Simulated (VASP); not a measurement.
# HS (F-43m) in VASP: single point with PBEsol

Aim: the single point of HS with PBEsol.

All numbers are computed with VASP 6.6.1; they aren't measurements. Logs are shortened: lines on timing, memory, paths and dates and some standing lists are left out, and cuts for length are marked.

### 1 Starting point

The structure is cubic, space group F-43m (No. 216). The conventional cell has a = 4.591 Å, b = 4.591 Å, c = 4.591 Å, α = 90.00°, β = 90.00°, γ = 90.00°. H (site symmetry -43m) has 4 S at 1.99 Å as nearest neighbours. S (site symmetry -43m) has 4 H at 1.99 Å as nearest neighbours.

The cell comes from a database or a generator and needn't be the stable form of this composition.

### 2 Single point, PBEsol, non-collinear spin, zero start, spin-orbit coupling

INCAR reads:

```
SYSTEM = HS
PREC     = Accurate       ! precision mode
ENCUT    = 520            ! plane-wave cutoff, eV
EDIFF    = 1E-7           ! SCF threshold, eV
ISMEAR   = 0              ! smearing method
SIGMA    = 0.1            ! smearing width, eV
LREAL    = .False.        ! projectors in reciprocal space
LASPH    = .True.         ! aspherical terms in the spheres
NELM     = 150            ! most SCF steps
ALGO     = Normal         ! electronic algorithm
ISIF     = 2              ! what is computed and relaxed
LWAVE    = .False.        ! write WAVECAR
LCHARG   = .False.        ! write CHGCAR
MAGMOM   = 0 0 0 0 0 0    ! initial moments
LORBIT   = 11             ! projections on sites
LSORBIT  = .True.         ! spin-orbit coupling
GGA_COMPAT= .False.      
LORBMOM  = .True.       
GGA      = PS             ! functional
NBANDS   = 19             ! bands
```

KPOINTS reads:

```
Automatic mesh
0
Gamma
  2 2 2
  0 0 0.5
```

POSCAR reads:

```
HS
1.0
    0.0000000000      2.2953090000      2.2953090000
    2.2953090000      0.0000000000      2.2953090000
    2.2953090000      2.2953090000      0.0000000000
H S
1 1
Direct
    0.2500000000      0.2500000000      0.2500000000
    0.0000000000      0.0000000000      0.0000000000
```

Potentials or basis: VASP PAW PBE potentials, release 64 (H, S).

Run with:

```bash
$ cat potpaw_PBE.64/H/POTCAR potpaw_PBE.64/S/POTCAR > POTCAR
$ mpirun -np 1 vasp_ncl > vasp.out
```

OUTCAR:

```text
SYSTEM = HS
   PREC = Accurate
   ENCUT = 520
   EDIFF = 1E-7
   ISMEAR = 0
   LREAL = .False.
   LASPH = .True.
   NELM = 150
   ISIF = 2
   LORBIT = 11
   LSORBIT = .True.
   GGA = PS

 ion  position               nearest neighbor table
   1  0.250  0.250  0.250-
   2  0.000  0.000  0.000-

  LATTYP: Found a face centered cubic cell.
 ALAT       =     4.5906180000

  Lattice vectors:

 A1 = (   0.0000000000,   2.2953090000,   2.2953090000)
 A2 = (   2.2953090000,   0.0000000000,   2.2953090000)
 A3 = (   2.2953090000,   2.2953090000,   0.0000000000)

Analysis of symmetry for initial positions (statically):
=====================================================================
 Subroutine PRICEL returns:
 Original cell was already a primitive cell.

 Routine SETGRP: Setting up the symmetry group for a
 face centered cubic supercell.

 Subroutine GETGRP returns: Found 24 space group operations
 (whereof 24 operations were pure point group operations)
 out of a pool of 48 trial point group operations.

The static configuration has the point symmetry T_d .

Analysis of symmetry for dynamics (positions and initial velocities):
=====================================================================
 Subroutine PRICEL returns:
 Original cell was already a primitive cell.

 Routine SETGRP: Setting up the symmetry group for a
 face centered cubic supercell.

 Subroutine GETGRP returns: Found 24 space group operations
 (whereof 24 operations were pure point group operations)
 out of a pool of 48 trial point group operations.

The dynamic configuration has the point symmetry T_d .

Analysis of structural, dynamic, and magnetic symmetry:
=====================================================================
 Subroutine PRICEL returns:
 Original cell was already a primitive cell.

 Routine SETGRP: Setting up the symmetry group for a
 face centered cubic supercell.

 Subroutine GETGRP returns: Found 24 space group operations
 (whereof 24 operations were pure point group operations)
 out of a pool of 48 trial point group operations.

The overall configuration has the point symmetry T_d .

 Subroutine INISYM returns: Found 24 space group operations
 (whereof 24 operations are pure point group operations),
 and found     1 'primitive' translations

[... 238 lines left out ...]

 POSITION                                       TOTAL-FORCE (eV/Angst)
 -----------------------------------------------------------------------------------
      1.14765      1.14765      1.14765        -0.000000     -0.000000     -0.000000
      0.00000      0.00000      0.00000         0.000000      0.000000      0.000000
 -----------------------------------------------------------------------------------
    total drift:                               -0.000000     -0.000000     -0.000000

  FREE ENERGIE OF THE ION-ELECTRON SYSTEM (eV)
  ---------------------------------------------------
  free  energy   TOTEN  =        -6.2629835166 eV

  energy  without entropy=       -6.2629835166  energy(sigma->0) =       -6.26298352

 orbital moment (x)

 # of ion     p       tot
 --------------------------------
  1        -0.000  -0.000
  2        -0.000  -0.000
 --------------------------------
           -0.000  -0.000

 orbital moment (y)

 # of ion     p       tot
 --------------------------------
  1        -0.000  -0.000
  2        -0.000  -0.000
 --------------------------------
           -0.000  -0.000

 orbital moment (z)

 # of ion     p       tot
 --------------------------------
  1         0.000   0.000
  2         0.000   0.000
 --------------------------------
            0.000   0.000

 Spin-Orbit-Coupling matrix elements

 Ion:    1  E_soc:     -0.0000000
 l=   1
     0.0000000    -0.0000000    -0.0000000
    -0.0000000     0.0000000    -0.0000000
    -0.0000000    -0.0000000     0.0000000
 l=   2
     0.0000000     0.0000000     0.0000000     0.0000000     0.0000000
     0.0000000     0.0000000     0.0000000     0.0000000     0.0000000
     0.0000000     0.0000000     0.0000000     0.0000000     0.0000000
     0.0000000     0.0000000     0.0000000     0.0000000     0.0000000
     0.0000000     0.0000000     0.0000000     0.0000000     0.0000000
 l=   3
     0.0000000     0.0000000     0.0000000     0.0000000     0.0000000     0.0000000     0.0000000
     0.0000000     0.0000000     0.0000000     0.0000000     0.0000000     0.0000000     0.0000000
     0.0000000     0.0000000     0.0000000     0.0000000     0.0000000     0.0000000     0.0000000
     0.0000000     0.0000000     0.0000000     0.0000000     0.0000000     0.0000000     0.0000000
     0.0000000     0.0000000     0.0000000     0.0000000     0.0000000     0.0000000     0.0000000
     0.0000000     0.0000000     0.0000000     0.0000000     0.0000000     0.0000000     0.0000000
     0.0000000     0.0000000     0.0000000     0.0000000     0.0000000     0.0000000     0.0000000

 Ion:    2  E_soc:     -0.0018271
 l=   1
     0.0000000    -0.0003045    -0.0003045
    -0.0003045     0.0000000    -0.0003045
    -0.0003045    -0.0003045     0.0000000
 l=   2
     0.0000000     0.0000000     0.0000000     0.0000000     0.0000000
     0.0000000     0.0000000     0.0000000     0.0000000     0.0000000
     0.0000000     0.0000000     0.0000000     0.0000000     0.0000000
     0.0000000     0.0000000     0.0000000     0.0000000     0.0000000
     0.0000000     0.0000000     0.0000000     0.0000000     0.0000000
 l=   3
     0.0000000     0.0000000     0.0000000     0.0000000     0.0000000     0.0000000     0.0000000
     0.0000000     0.0000000     0.0000000     0.0000000     0.0000000     0.0000000     0.0000000
     0.0000000     0.0000000     0.0000000     0.0000000     0.0000000     0.0000000     0.0000000
     0.0000000     0.0000000     0.0000000     0.0000000     0.0000000     0.0000000     0.0000000
     0.0000000     0.0000000     0.0000000     0.0000000     0.0000000     0.0000000     0.0000000
     0.0000000     0.0000000     0.0000000     0.0000000     0.0000000     0.0000000     0.0000000
     0.0000000     0.0000000     0.0000000     0.0000000     0.0000000     0.0000000     0.0000000

 total charge

# of ion       s       p       d       tot
------------------------------------------
    1        0.348   0.025   0.000   0.373
    2        1.394   2.121   0.000   3.515
--------------------------------------------------
tot          1.741   2.146   0.000   3.887

 magnetization (x)

# of ion       s       p       d       tot
------------------------------------------
    1        0.000   0.000   0.000   0.000
    2        0.000   0.000   0.000   0.000
--------------------------------------------------
tot          0.000   0.000   0.000   0.000

 magnetization (y)

# of ion       s       p       d       tot
------------------------------------------
    1        0.000   0.000   0.000   0.000
    2        0.000   0.000   0.000   0.000
--------------------------------------------------
tot          0.000   0.000   0.000   0.000

 magnetization (z)

# of ion       s       p       d       tot
------------------------------------------
    1        0.000   0.000   0.000   0.000
    2        0.000   0.000   0.000   0.000
--------------------------------------------------
tot          0.000   0.000   0.000   0.000
```

OSZICAR:

```text
N       E                     dE             d eps       ncg     rms          rms(c)
DAV:   1     0.180234661789E+02    0.18023E+02   -0.28344E+03   152   0.625E+02
DAV:   2    -0.497657109930E+01   -0.23000E+02   -0.21717E+02   207   0.120E+02
DAV:   3    -0.624962224283E+01   -0.12731E+01   -0.12395E+01   199   0.240E+01
DAV:   4    -0.626134030509E+01   -0.11718E-01   -0.11709E-01   180   0.263E+00
DAV:   5    -0.626143929182E+01   -0.98987E-04   -0.98983E-04   183   0.274E-01    0.500E+00
DAV:   6    -0.626203688780E+01   -0.59760E-03   -0.63652E-04   200   0.213E-01    0.297E+00
DAV:   7    -0.626292182332E+01   -0.88494E-03   -0.15232E-03   186   0.317E-01    0.170E-01
DAV:   8    -0.626294907361E+01   -0.27250E-04   -0.70236E-05   202   0.632E-02    0.475E-02
DAV:   9    -0.626298008818E+01   -0.31015E-04   -0.32262E-05   192   0.394E-02    0.961E-03
DAV:  10    -0.626298246412E+01   -0.23759E-05   -0.22099E-06   189   0.122E-02    0.518E-03
DAV:  11    -0.626298347868E+01   -0.10146E-05   -0.77337E-07   208   0.658E-03    0.165E-03
DAV:  12    -0.626298351665E+01   -0.37969E-07   -0.34811E-08   170   0.145E-03
   1 F= -.62629835E+01 E0= -.62629835E+01  d E =-.558896E-14  mag=     0.0000     0.0000    -0.0000
```

stdout:

```text
POSCAR found type information on POSCAR H S
 POSCAR found :  2 types and       2 ions
 scaLAPACK will be used
 -----------------------------------------------------------------------------
|                                                                             |
|                                                                             |
|     You enforced a specific xc type in the INCAR file but a different       |
|     I HOPE YOU KNOW WHAT YOU ARE DOING!                                     |
|                                                                             |
 -----------------------------------------------------------------------------

 LDA part: xc-table for (Slater+PW92), standard interpolation
 POSCAR, INCAR and KPOINTS ok, starting setup
 FFT: planning ... GRIDC
 FFT: planning ... GRID_SOFT
 FFT: planning ... GRID
 WAVECAR not read
 entering main loop
```

Wall time 7.5 s (1 thread of Intel Xeon Platinum 8259CL at 2.50GHz (Skylake/Cascade Lake), shared host); peak memory 0.18 GiB.

What came out:

```yaml
Free_energy: -6.2630 eV
Pressure: -11.0 GPa
Net_moment: 0.00 μB per cell
Valence_electrons_inside_the_program's_atomic_spheres: H 0.37; S 3.52
```

Moments on the atoms (μB; x, y, z):
```
H   0.00 0.00 0.00
S   0.00 0.00 0.00
```

Caveat: the k mesh is coarse (spacing up to 1.19 Å⁻¹), so the values aren't converged; the PAW data sets were made with another functional, which shifts forces and pressure a little.
